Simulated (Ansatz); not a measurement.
SiO2: relaxation of cell and atoms with BLYP

Crystal: SiO2.

```
Si O
1.0
    -2.62334    4.77675    4.44167
     2.62334   -4.77675    4.44167
     2.62334    4.77675   -4.44167
Si O
4 8
Direct
  0.26034 0.84494 0.41540
  0.07045 0.15506 0.91540
  0.73966 0.15506 0.58460
  0.92955 0.84494 0.08460
  0.50000 0.00000 0.50000
  0.00000 0.00000 0.00000
  0.79318 0.00000 0.29318
  0.20682 0.50000 0.20682
  0.20682 0.00000 0.70682
  0.79318 0.50000 0.79318
  0.86931 0.11931 0.75000
  0.13069 0.88069 0.25000
```

The cell comes from a database or a generator and needn't be the stable form of this composition.

| Item | Value |
| --- | --- |
| Program | Ansatz 0.2.0 |
| Task | relaxation of cell and atoms |
| Functional | BLYP |
| Potentials or basis | Ansatz PAW |
| Cutoff | 420 eV (not typed: the program's choice for these potentials) |
| k mesh | 6 × 6 × 6 |
| Occupations | fermi-dirac, width 0.05 eV |
| Spin | no spin polarisation |

The relaxed volume is 19.24 Å³/atom and the relaxed cell is a = 7.122 Å, b = 7.122 Å, c = 7.122 Å, α = 136.29°, β = 93.72°, γ = 102.26°. The space group after relaxing (to 0.05 Å) is Imma (No. 74) and the energy gained by relaxing is 8.2 meV/atom. The ionic steps are 9. The pressure after relaxing is 0.0 GPa. The band gap on the k mesh is 5.42 eV, direct.

Step by step:
```tsv
step	energy change (eV)	largest force (eV/Å)	volume (Å³)
1	0.0000	0.2977	222.64
2	-0.0567	0.1786	226.00
3	-0.0709	0.0620	229.50
4	-0.0709	0.0445	229.78
5	-0.0708	0.0020	229.84
6	-0.0977	0.0018	229.84
7	-0.0961	0.0041	230.59
8	-0.0954	0.0016	230.83
9	-0.0987	0.0018	230.83
```

Final structure:
```
Si O
1.0
    -2.65139    4.86984    4.46939
     2.65139   -4.86984    4.46939
     2.65139    4.86984   -4.46939
Si O
4 8
Direct
  0.25940 0.84621 0.41320
  0.06699 0.15379 0.91320
  0.74060 0.15379 0.58680
  0.93301 0.84621 0.08680
  0.50000 0.00000 0.50000
  0.00000 0.00000 0.00000
  0.79724 0.00000 0.29724
  0.20276 0.50000 0.20276
  0.20276 0.00000 0.70276
  0.79724 0.50000 0.79724
  0.86340 0.11340 0.75000
  0.13660 0.88660 0.25000
```

Levels at points of the mesh, in eV from the valence-band top:
```csv
k point,band 29,band 30,band 31,band 32,band 33,band 34,band 35,band 36
"(0.00, 0.00, 0.00)",-1.06,-0.67,-0.42,0.00,5.42,8.40,8.54,8.63
"(0.00, 0.00, -0.50)",-0.92,-0.92,-0.37,-0.37,7.61,7.61,8.88,8.88
"(0.00, -0.50, 0.00)",-0.84,-0.80,-0.69,-0.20,7.44,7.84,8.40,8.51
"(0.00, -0.50, -0.50)",-0.53,-0.50,-0.28,-0.14,6.36,6.94,8.45,8.90
"(-0.50, -0.50, -0.50)",-0.51,-0.23,-0.20,-0.02,7.24,7.31,7.74,7.87
```

Wall time 79 s on 4 threads of Arm Neoverse V1, on a shared host, peak memory 0.82 GiB.

Caveat: the plane-wave basis is chosen anew once the cell has moved, so the energies of steps on either side of that aren't comparable; the pressure holds a Pulay correction of +0.5 GPa for the finite cutoff; the PAW data sets come from PBE, with cores solved anew for the run's functional, which leaves a small shift of forces and pressure. A k mesh can miss the band edges.
